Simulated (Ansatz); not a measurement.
Steps from a short run of molecular dynamics on a 2×2×2 supercell (16 atoms) of MgS (CsCl type), relaxed with r2SCAN; forces from r2SCAN in the PAW code Ansatz, 2×2×2 mesh, Fermi-Dirac smearing of 0.112 eV, constant energy and volume (NVE), started at 1300 K. Spin polarisation is off, nuclei are classical, and the run is far too short for thermal averages. The structure comes from a prototype and may be hypothetical.

Cell vectors in Å:
```
6.5256 0.0000 0.0000
0.0000 6.5256 0.0000
0.0000 0.0000 6.5256
```

Task: At 3 fs positions (Å), velocities (Å/fs) and forces (eV/Å) are
```
Mg  0.0066  0.0160 -0.0121    0.0022  0.0053 -0.0040   -0.0749 -0.0626  0.0461
S   1.6295  1.6379  1.6470   -0.0006  0.0022  0.0052    0.0800  0.1480  0.0644
Mg  0.0137 -0.0323  3.2782    0.0046 -0.0107  0.0051   -0.0468  0.0683 -0.0633
S   1.6394  1.6461  4.8784    0.0027  0.0049 -0.0052    0.1322  0.0075  0.1961
Mg -0.0177  3.2599 -0.0180   -0.0059 -0.0009 -0.0060   -0.0695  0.0670  0.0543
S   1.6395  4.9122  1.6266    0.0027  0.0060 -0.0017    0.0938  0.0921 -0.2324
Mg  0.0188  3.2884  3.2715    0.0062  0.0085  0.0029   -0.0573 -0.0789 -0.0439
S   1.5892  4.9020  4.8782   -0.0141  0.0026 -0.0054    0.0701  0.0371 -0.1594
Mg  3.2515 -0.0211  0.0300   -0.0037 -0.0070  0.0100    0.0850 -0.0024  0.0564
S   4.9123  1.6202  1.6159    0.0060 -0.0038 -0.0052    0.0261 -0.1285 -0.1104
Mg  3.2634  0.0302  3.2940    0.0002  0.0100  0.0104    0.0334 -0.0910 -0.0314
S   4.8926  1.6348  4.9006   -0.0006  0.0011  0.0020   -0.1126 -0.0093 -0.2025
Mg  3.2373  3.2412 -0.0138   -0.0085 -0.0072 -0.0046    0.0583 -0.0162 -0.0025
S   4.8882  4.8871  1.6280   -0.0021 -0.0024 -0.0010   -0.1085 -0.1735  0.3206
Mg  3.2594  3.2322  3.2313   -0.0011 -0.0102 -0.0105    0.0602  0.0913 -0.0212
S   4.9256  4.8900  4.9204    0.0104 -0.0014  0.0088   -0.1695  0.0512  0.1290
```
Where are the atoms one step (1.5 fs) later, and what forces do they feel?

Result:
```
Mg  0.0098  0.0240 -0.0181   -0.1111 -0.0930  0.0700
S   1.6286  1.6413  1.6549    0.1220  0.2189  0.0950
Mg  0.0205 -0.0484  3.2859   -0.0775  0.1081 -0.1021
S   1.6436  1.6535  4.8707    0.1856  0.0123  0.2912
Mg -0.0266  3.2585 -0.0270   -0.1021  0.0972  0.0853
S   1.6436  4.9213  1.6240    0.1277  0.1351 -0.3441
Mg  0.0282  3.3011  3.2758   -0.0905 -0.1213 -0.0706
S   1.5681  4.9060  4.8700    0.1265  0.0558 -0.2234
Mg  3.2460 -0.0317  0.0451    0.1325 -0.0017  0.0845
S   4.9214  1.6144  1.6080    0.0454 -0.1924 -0.1659
Mg  3.2638  0.0452  3.3095    0.0496 -0.1375 -0.0488
S   4.8916  1.6364  4.9035   -0.1737 -0.0133 -0.3000
Mg  3.2246  3.2304 -0.0207    0.0898 -0.0232 -0.0016
S   4.8850  4.8834  1.6266   -0.1661 -0.2623  0.4774
Mg  3.2578  3.2170  3.2156    0.0924  0.1360 -0.0348
S   4.9412  4.8880  4.9336   -0.2503  0.0813  0.1880
```
The temperature goes from 1297.3 to 1293.8 K.

Task: At 12 fs the positions in Å are
```
Mg   0.024   0.062  -0.047
S    1.626   1.661   1.695
Mg   0.053  -0.127   3.322
S    1.667   1.691   4.836
Mg  -0.073   3.253  -0.070
S    1.666   4.969   1.606
Mg   0.073   3.362   3.296
S    1.465   4.926   4.826
Mg   3.221  -0.085   0.122
S    4.968   1.583   1.566
Mg   3.266   0.117   3.386
S    4.884   1.645   4.914
Mg   3.163   3.176  -0.055
S    4.867   4.861   1.626
Mg   3.252   3.144   3.136
S    5.015   4.879   5.002
```
What are the forces, and how far does the free energy (smearing included) lie above that of step 0, with the atoms on their sites?

Result: 6.1 meV an atom; forces in eV/Å:
```
Mg  -0.272  -0.238   0.197
S    0.321   0.509   0.191
Mg  -0.330   0.397  -0.402
S    0.282   0.052   0.723
Mg  -0.229   0.200   0.289
S    0.114   0.280  -0.807
Mg  -0.308  -0.377  -0.266
S    0.717   0.140  -0.329
Mg   0.425   0.027   0.188
S    0.172  -0.485  -0.403
Mg   0.128  -0.403  -0.146
S   -0.453  -0.030  -0.732
Mg   0.266  -0.027   0.025
S   -0.400  -0.695   1.188
Mg   0.295   0.390  -0.097
S   -0.729   0.260   0.379
```

Task: At 18 fs positions (Å), velocities (Å/fs) and forces (eV/Å) are
```
Mg  0.0309  0.0887 -0.0667    0.0008  0.0041 -0.0030   -0.3431 -0.3376  0.2768
S   1.6275  1.6831  1.7301    0.0006  0.0042  0.0059    0.4183  0.6119  0.1624
Mg  0.0734 -0.1828  3.3442    0.0028 -0.0086  0.0030   -0.6673  0.7769 -0.7914
S   1.6881  1.7208  4.8170    0.0038  0.0051 -0.0023    0.1133  0.0805  1.0320
Mg -0.1138  3.2523 -0.0998   -0.0071  0.0001 -0.0045   -0.2473  0.1838  0.4981
S   1.6847  5.0097  1.5824    0.0031  0.0071 -0.0048   -0.1551  0.2532 -1.0222
Mg  0.1041  3.4050  3.3074    0.0046  0.0065  0.0015   -0.5189 -0.6493 -0.4772
S   1.3916  4.9444  4.7878   -0.0111  0.0031 -0.0066    1.5535  0.1452 -0.1578
Mg  3.2074 -0.1264  0.1865   -0.0015 -0.0069  0.0109    0.7338  0.1140  0.1487
S   5.0065  1.5522  1.5284    0.0067 -0.0057 -0.0068    0.2219 -0.6521 -0.4947
Mg  3.2705  0.1691  3.4453    0.0009  0.0079  0.0096    0.1667 -0.6569 -0.2088
S   4.8735  1.6507  4.9142   -0.0023  0.0010 -0.0008   -0.5137 -0.0200 -1.0187
Mg  3.1178  3.1320 -0.0824   -0.0071 -0.0073 -0.0045    0.4123  0.0305  0.0634
S   4.8480  4.8352  1.6400   -0.0035 -0.0051  0.0036   -0.4024 -0.9697  1.6534
Mg  3.2511  3.0911  3.0710    0.0005 -0.0081 -0.0109    0.5183  0.6500 -0.0703
S   5.0660  4.8749  5.0615    0.0075 -0.0003  0.0102   -1.2903  0.4395  0.4063
```
Where are the atoms one step (1.5 fs) later, and what forces do they feel?

Result:
```
Mg  0.0319  0.0947 -0.0711   -0.3457 -0.3595  0.2870
S   1.6285  1.6895  1.7391    0.4285  0.6168  0.1394
Mg  0.0773 -0.1954  3.3483   -0.7671  0.8927 -0.9068
S   1.6938  1.7285  4.8138    0.0395  0.0829  1.1018
Mg -0.1245  3.2525 -0.1063   -0.2348  0.1612  0.5525
S   1.6893  5.0204  1.5749   -0.2592  0.2210 -1.0493
Mg  0.1108  3.4145  3.3095   -0.5696 -0.7248 -0.5308
S   1.3754  4.9492  4.7778    1.7869  0.1316 -0.0880
Mg  3.2055 -0.1366  0.2030    0.8237  0.1510  0.1117
S   5.0166  1.5435  1.5181    0.2209 -0.6822 -0.5012
Mg  3.2719  0.1807  3.4596    0.1677 -0.7232 -0.2191
S   4.8699  1.6522  4.9126   -0.4990 -0.0123 -1.0833
Mg  3.1073  3.1211 -0.0891    0.4467  0.0548  0.0748
S   4.8425  4.8272  1.6460   -0.3750 -1.0232  1.7550
Mg  3.2520  3.0792  3.0545    0.5811  0.7206 -0.0444
S   5.0768  4.8746  5.0770   -1.4447  0.4925  0.4008
```
The temperature goes from 1178.2 to 1157.8 K.

Task: At 21 fs positions (Å), velocities (Å/fs) and forces (eV/Å) are
```
Mg  0.0326  0.1003 -0.0752    0.0004  0.0037 -0.0027   -0.3403 -0.3808  0.2916
S   1.6299  1.6964  1.7481    0.0010  0.0047  0.0061    0.4324  0.6134  0.1096
Mg  0.0805 -0.2072  3.3516    0.0019 -0.0075  0.0019   -0.8698  1.0136 -1.0261
S   1.6995  1.7362  4.8114    0.0038  0.0052 -0.0014   -0.0448  0.0823  1.1663
Mg -0.1355  3.2528 -0.1122   -0.0074  0.0002 -0.0038   -0.2144  0.1308  0.6062
S   1.6937  5.0313  1.5666    0.0029  0.0073 -0.0058   -0.3772  0.1776 -1.0632
Mg  0.1170  3.4233  3.3110    0.0040  0.0056  0.0008   -0.6168 -0.8011 -0.5821
S   1.3604  4.9540  4.7677   -0.0095  0.0032 -0.0067    2.0182  0.1127 -0.0110
Mg  3.2044 -0.1467  0.2195   -0.0005 -0.0067  0.0111    0.9197  0.1956  0.0625
S   5.0269  1.5343  1.5074    0.0069 -0.0063 -0.0072    0.2139 -0.7070 -0.5004
Mg  3.2734  0.1916  3.4738    0.0011  0.0071  0.0094    0.1631 -0.7895 -0.2269
S   4.8659  1.6537  4.9103   -0.0027  0.0010 -0.0018   -0.4727 -0.0024 -1.1445
Mg  3.0972  3.1102 -0.0957   -0.0066 -0.0072 -0.0044    0.4796  0.0833  0.0874
S   4.8368  4.8185  1.6532   -0.0039 -0.0060  0.0052   -0.3384 -1.0693  1.8489
Mg  3.2535  3.0680  3.0380    0.0012 -0.0072 -0.0110    0.6456  0.7920 -0.0092
S   5.0865  4.8745  5.0928    0.0061  0.0001  0.0106   -1.5982  0.5487  0.3909
```
Where are the atoms one step (1.5 fs) later, and what forces do they feel?

Result:
```
Mg  0.0330  0.1056 -0.0791   -0.3260 -0.4020  0.2896
S   1.6315  1.7037  1.7572    0.4296  0.6017  0.0728
Mg  0.0829 -0.2181  3.3539   -0.9729  1.1363 -1.1462
S   1.7052  1.7440  4.8098   -0.1382  0.0781  1.2244
Mg -0.1466  3.2532 -0.1177   -0.1861  0.0933  0.6584
S   1.6979  5.0423  1.5576   -0.5085  0.1227 -1.0626
Mg  0.1227  3.4314  3.3120   -0.6590 -0.8764 -0.6293
S   1.3468  4.9589  4.7577    2.2405  0.0896  0.0703
Mg  3.2040 -0.1567  0.2362    1.0219  0.2478  0.0006
S   5.0372  1.5246  1.4964    0.2009 -0.7262 -0.4919
Mg  3.2751  0.2018  3.4877    0.1519 -0.8551 -0.2321
S   4.8617  1.6552  4.9072   -0.4352  0.0100 -1.2017
Mg  3.0876  3.0993 -0.1023    0.5107  0.1164  0.1015
S   4.8309  4.8090  1.6617   -0.2935 -1.1071  1.9337
Mg  3.2555  3.0575  3.0215    0.7111  0.8630  0.0357
S   5.0952  4.8749  5.1088   -1.7473  0.6078  0.3767
```
The temperature goes from 1138.1 to 1120.5 K.

Task: At 24 fs positions (Å), velocities (Å/fs) and forces (eV/Å) are
```
Mg  0.0331  0.1106 -0.0827    0.0000  0.0032 -0.0023   -0.3020 -0.4236  0.2804
S   1.6335  1.7114  1.7664    0.0014  0.0053  0.0061    0.4202  0.5819  0.0292
Mg  0.0845 -0.2279  3.3552    0.0007 -0.0062  0.0005   -1.0730  1.2570 -1.2633
S   1.7108  1.7518  4.8090    0.0037  0.0052 -0.0002   -0.2393  0.0694  1.2749
Mg -0.1579  3.2537 -0.1225   -0.0076  0.0004 -0.0030   -0.1497  0.0492  0.7079
S   1.7017  5.0533  1.5478    0.0024  0.0074 -0.0067   -0.6519  0.0565 -1.0467
Mg  0.1278  3.4387  3.3124    0.0032  0.0046  0.0001   -0.6946 -0.9488 -0.6706
S   1.3347  4.9639  4.7476   -0.0075  0.0033 -0.0067    2.4461  0.0642  0.1519
Mg  3.2046 -0.1664  0.2528    0.0007 -0.0064  0.0111    1.1304  0.3076 -0.0736
S   5.0478  1.5144  1.4851    0.0071 -0.0069 -0.0077    0.1814 -0.7393 -0.4750
Mg  3.2769  0.2113  3.5015    0.0012  0.0060  0.0091    0.1330 -0.9194 -0.2348
S   4.8571  1.6567  4.9032   -0.0031  0.0010 -0.0029   -0.3868  0.0249 -1.2546
Mg  3.0784  3.0886 -0.1087   -0.0060 -0.0071 -0.0043    0.5399  0.1543  0.1177
S   4.8247  4.7989  1.6714   -0.0041 -0.0070  0.0070   -0.2416 -1.1357  2.0076
Mg  3.2581  3.0478  3.0050    0.0020 -0.0062 -0.0110    0.7765  0.9325  0.0906
S   5.1027  4.8756  5.1251    0.0046  0.0007  0.0109   -1.8886  0.6693  0.3584
```
Where are the atoms one step (1.5 fs) later, and what forces do they feel?

Result:
```
Mg  0.0330  0.1152 -0.0861   -0.2674 -0.4463  0.2631
S   1.6357  1.7195  1.7756    0.4043  0.5545 -0.0207
Mg  0.0851 -0.2367  3.3555   -1.1663  1.3709 -1.3730
S   1.7162  1.7597  4.8090   -0.3468  0.0556  1.3166
Mg -0.1693  3.2543 -0.1268   -0.1056 -0.0002  0.7536
S   1.7051  5.0644  1.5374   -0.8058 -0.0204 -1.0151
Mg  0.1323  3.4451  3.3123   -0.7221 -1.0159 -0.7042
S   1.3243  4.9689  4.7377    2.6275  0.0388  0.2292
Mg  3.2061 -0.1759  0.2694    1.2448  0.3741 -0.1593
S   5.0584  1.5038  1.4735    0.1552 -0.7458 -0.4494
Mg  3.2788  0.2200  3.5150    0.1055 -0.9820 -0.2350
S   4.8523  1.6583  4.8984   -0.3282  0.0426 -1.3028
Mg  3.0697  3.0780 -0.1151    0.5671  0.1972  0.1363
S   4.8184  4.7879  1.6826   -0.1837 -1.1541  2.0687
Mg  3.2615  3.0389  2.9887    0.8405  0.9988  0.1557
S   5.1089  4.8768  5.1417   -2.0190  0.7323  0.3362
```
The temperature goes from 1106.5 to 1097.8 K.

Task: At 27 fs the positions in Å are
```
Mg   0.033   0.119  -0.089
S    1.638   1.728   1.785
Mg   0.085  -0.244   3.354
S    1.721   1.768   4.810
Mg  -0.181   3.255  -0.130
S    1.708   5.076   1.526
Mg   0.136   3.451   3.312
S    1.316   4.974   4.728
Mg   3.209  -0.185   0.286
S    5.069   1.493   1.462
Mg   3.281   0.228   3.528
S    4.847   1.660   4.893
Mg   3.062   3.068  -0.121
S    4.812   4.776   1.695
Mg   3.266   3.031   2.972
S    5.114   4.879   5.158
```
What are the forces, and how far does the free energy (smearing included) lie above that of step 0, with the atoms on their sites?

Result: 24.7 meV an atom; forces in eV/Å:
```
Mg  -0.222  -0.471   0.237
S    0.383   0.520  -0.076
Mg  -1.249   1.473  -1.470
S   -0.459   0.036   1.349
Mg  -0.054  -0.054   0.794
S   -0.968  -0.107  -0.969
Mg  -0.740  -1.075  -0.728
S    2.777   0.016   0.297
Mg   1.364   0.446  -0.255
S    0.122  -0.745  -0.415
Mg   0.068  -1.042  -0.233
S   -0.260   0.063  -1.346
Mg   0.592   0.245   0.158
S   -0.121  -1.161   2.115
Mg   0.901   1.060   0.231
S   -2.135   0.796   0.311
```
